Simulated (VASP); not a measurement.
# NaF (Villiaumite) (Fm-3m) in VASP: notebook, part 2 of 2

VASP 6.6.1. The steps go on from the part before.

## Step 3: Dielectric tensor, LDA

This run uses another cell than the first one, of 11.69 Å³/atom, 1.027 times its volume.

INCAR

```
PREC = Accurate ; ENCUT = 600
EDIFF = 1E-8 ; ISMEAR = 0
SIGMA = 0.03 ; LREAL = F
LASPH = T ; NELM = 80
ALGO = Normal ; ISIF = 2
LWAVE = F ; LCHARG = F
GGA = CA ; LEPSILON = T
```

KPOINTS

```
regular mesh
0
Monkhorst-Pack
  16 16 16
```

POSCAR

```
NaF                                     
1.0
    0.0000000000      2.2693182244      2.2693182244
    2.2693182244      0.0000000000      2.2693182244
    2.2693182244      2.2693182244      0.0000000000
  Na              F             
     1     1
Direct
     0.0000000000000000    0.0000000000000000    0.0000000000000000
     0.5000000000000000    0.5000000000000000    0.5000000000000000
```

Potentials or basis: VASP PAW LDA potentials, release 64 (Na_pv, F).

Run with:

```sh
$ cat potpaw_LDA.64/Na_pv/POTCAR potpaw_LDA.64/F/POTCAR > POTCAR
$ mpirun -np 1 vasp_std > vasp.out
```

OUTCAR:

```text
PREC = Accurate
   ENCUT = 600
   EDIFF = 1E-8
   ISMEAR = 0
   LREAL = F
   LASPH = T
   NELM = 80
   ISIF = 2
   GGA = CA
   LEPSILON = T

 ion  position               nearest neighbor table
   1  0.000  0.000  0.000-   2 2.27   2 2.27   2 2.27   2 2.27   2 2.27   2 2.27
   2  0.500  0.500  0.500-   1 2.27   1 2.27   1 2.27   1 2.27   1 2.27   1 2.27

  LATTYP: Found a face centered cubic cell.
 ALAT       =     4.5386364488

  Lattice vectors:

 A1 = (   0.0000000000,   2.2693182244,   2.2693182244)
 A2 = (   2.2693182244,   0.0000000000,   2.2693182244)
 A3 = (   2.2693182244,   2.2693182244,   0.0000000000)

Analysis of symmetry for initial positions (statically):
=====================================================================
 Subroutine PRICEL returns:
 Original cell was already a primitive cell.

 Routine SETGRP: Setting up the symmetry group for a
 face centered cubic supercell.

 Subroutine GETGRP returns: Found 48 space group operations
 (whereof 48 operations were pure point group operations)
 out of a pool of 48 trial point group operations.

The static configuration has the point symmetry O_h .

Analysis of symmetry for dynamics (positions and initial velocities):
=====================================================================
 Subroutine PRICEL returns:
 Original cell was already a primitive cell.

 Routine SETGRP: Setting up the symmetry group for a
 face centered cubic supercell.

 Subroutine GETGRP returns: Found 48 space group operations
 (whereof 48 operations were pure point group operations)
 out of a pool of 48 trial point group operations.

The dynamic configuration has the point symmetry O_h .

 Subroutine INISYM returns: Found 48 space group operations
[... 516 lines left out ...]
 ------------------------------------------------------
           1.959084     0.000000    -0.000000
          -0.000000     1.959084     0.000000
           0.000000    -0.000000     1.959084
 ------------------------------------------------------

 Free energy of the ion-electron system (eV)
  ---------------------------------------------------
  ---------------------------------------------------
  free energy    TOTEN  =        -0.06323608 eV

  energy without entropy =       -0.06323608

------------------------ aborting loop because EDIFF is reached ----------------------------------------

--------------------------------------- Ionic step        2  -------------------------------------------

------------------------ aborting loop because EDIFF is reached ----------------------------------------

--------------------------------------- Ionic step        3  -------------------------------------------

 Free energy of the ion-electron system (eV)
  ---------------------------------------------------
  ---------------------------------------------------
  free energy    TOTEN  =        -0.06323609 eV

  energy without entropy =       -0.06323609

------------------------ aborting loop because EDIFF is reached ----------------------------------------

 PIEZOELECTRIC TENSOR FIELD DIRECTION 3  (e Angst)
 -----------------------------------------------------------------------------
    -0.00008  0.00000 -0.00000           ( -0.00000  0.00000  0.00000)
     0.00000 -0.00008  0.00000           (  0.00000 -0.00000 -0.00000)
    -0.00000  0.00000 -0.00002           (  0.00000 -0.00000 -0.00001)

 PIEZOELECTRIC TENSOR FIELD DIRECTION 3  (C/m^2)
 -----------------------------------------------------------------------------
    -0.00006  0.00000 -0.00000
     0.00000 -0.00006  0.00000
    -0.00000  0.00000 -0.00002

 MACROSCOPIC STATIC DIELECTRIC TENSOR (including local field effects in DFT)
 ------------------------------------------------------
           1.913153     0.000000    -0.000000
           0.000000     1.913153     0.000000
           0.000000     0.000000     1.913153
 ------------------------------------------------------

 PIEZOELECTRIC TENSOR (including local field effects)  for field in x, y, z        (e  Angst)
          XX          YY          ZZ          XY          YZ          ZX
  --------------------------------------------------------------------------------
  x     0.00000     0.00000     0.00000     0.00000     0.00000     0.00000
  y     0.00000     0.00000     0.00000     0.00000     0.00000     0.00000
  z     0.00000     0.00000     0.00000     0.00000     0.00000     0.00000

 PIEZOELECTRIC TENSOR (including local field effects)  for field in x, y, z        (C/m^2)
          XX          YY          ZZ          XY          YZ          ZX
  --------------------------------------------------------------------------------
  x     0.00000     0.00000     0.00000     0.00000     0.00000     0.00000
  y     0.00000     0.00000     0.00000     0.00000     0.00000     0.00000
  z     0.00000     0.00000     0.00000     0.00000     0.00000     0.00000

 BORN EFFECTIVE CHARGES (including local field effects) (in |e|, cummulative output)
 ---------------------------------------------------------------------------------
 ion    1
    1     0.99718     0.00000     0.00000
    2     0.00000     0.99718     0.00000
    3     0.00000     0.00000     0.99718
 ion    2
    1    -0.99718     0.00000     0.00000
    2     0.00000    -0.99718     0.00000
    3     0.00000     0.00000    -0.99718
```

OSZICAR:

```text
N       E                     dE             d eps       ncg     rms          rms(c)
DAV:   1     0.117449521951E+03    0.11745E+03   -0.89006E+03  9012   0.171E+03
DAV:   2    -0.359253564164E+01   -0.12104E+03   -0.11251E+03  9595   0.384E+02
[... 12 lines left out ...]
RMM:   4    -0.628959447504E-01   -0.23536E-02   -0.17034E-03 44716   0.368E-01    0.198E-02
RMM:   5    -0.632216359656E-01   -0.32569E-03   -0.47405E-05 45542   0.778E-02    0.459E-03
RMM:   6    -0.632397309325E-01   -0.18095E-04   -0.23699E-06 46292   0.152E-02    0.111E-03
RMM:   7    -0.632315955847E-01    0.81353E-05   -0.83423E-08 45498   0.321E-03    0.193E-04
RMM:   8    -0.632357846438E-01   -0.41891E-05   -0.68489E-09 45778   0.773E-04    0.605E-05
RMM:   9    -0.632362091443E-01   -0.42450E-06   -0.84542E-10 41052   0.198E-04    0.401E-05
RMM:  10    -0.632360852539E-01    0.12389E-06   -0.53019E-10 25224   0.703E-05    0.505E-06
```

Wall time 27 min (1 thread of Intel Xeon Platinum 8375C at 2.90GHz (Ice Lake), shared host); peak memory 0.86 GiB.

Results:

| Item | Value |
| --- | --- |
| Electronic dielectric tensor (diagonal) | 1.91 |
| Born charges (mean of the diagonal) | Na +1.00; F -1.00 e |

Levels at points of the mesh, in eV from the valence-band top:
```
           k point  band 3  band 4  band 5  band 6  band 7  band 8  band 9  band 10  band 11
(0.03, 0.03, 0.03)  -18.58  -18.55   -0.02    0.00    0.00    6.34   18.78    18.99    18.99
```

Electronic dielectric tensor:
```
1.91 0.00 0.00
0.00 1.91 0.00
0.00 0.00 1.91
```

Born effective charge tensors (e):
atom 1, Na
```
1.00 0.00 0.00
0.00 1.00 0.00
0.00 0.00 1.00
```
atom 2, F
```
-1.00  0.00  0.00
 0.00 -1.00  0.00
 0.00  0.00 -1.00
```
